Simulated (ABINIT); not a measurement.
**Sn in ABINIT: convergence with k mesh**

Crystal: Sn.

```xyz
2
Lattice="-2.9401 2.9401 1.5993 2.9401 -2.9401 1.5993 2.9401 2.9401 -1.5993" Properties=species:S:1:pos:R:3 pbc="T T T"
Sn   -0.0709   -0.0015    0.0234
Sn   -0.0164    2.9513    0.7910
```

The cell isn't the ideal one: atoms moved at random, drawn with an rms of 0.05 Å.

| Quantity | Value |
| --- | --- |
| Program | ABINIT 10.8.3 (patched build) |
| Task | single point |
| Functional | PBE |
| Potentials or basis | SPMS NC PBE v1.0 |
| Cutoff | 599 eV |
| k mesh | 1 × 1 × 1 |
| Occupations | methfessel-paxton, width 0.1 eV |
| Spin | no spin polarisation |

These are the settings of the first run; the series varies k mesh, with any setting tied to it.

Hardware: 1 thread of Arm Neoverse V1, with other jobs on the host.

```csv
k mesh,energy less the tightest run (meV/atom),pressure (GPa),largest force (eV/Å),SCF cycles,CPU time (s),peak memory (GiB)
1 × 1 × 1,-573.07,5.15,0.599,10,1.5,0.06
2 × 2 × 2,-300.43,3.56,0.362,10,5.7,0.07
3 × 3 × 3,168.19,0.95,0.058,9,14,0.07
4 × 4 × 4,37.92,1.40,0.187,10,35,0.08
5 × 5 × 5,-10.50,1.97,0.085,9,61,0.09
6 × 6 × 6,-1.33,1.51,0.190,9,110,0.12
8 × 8 × 8,0.00,1.63,0.195,9,250,0.19
```

Not settled before the last step: the energy (to 1 meV/atom), the pressure (to 0.1 GPa), the largest force (to 0.005 eV/Å). Meshes of other sizes hit other points, so gaps and Fermi surfaces needn't settle smoothly. The tightest run that finished is the yardstick and may itself not be fully converged.
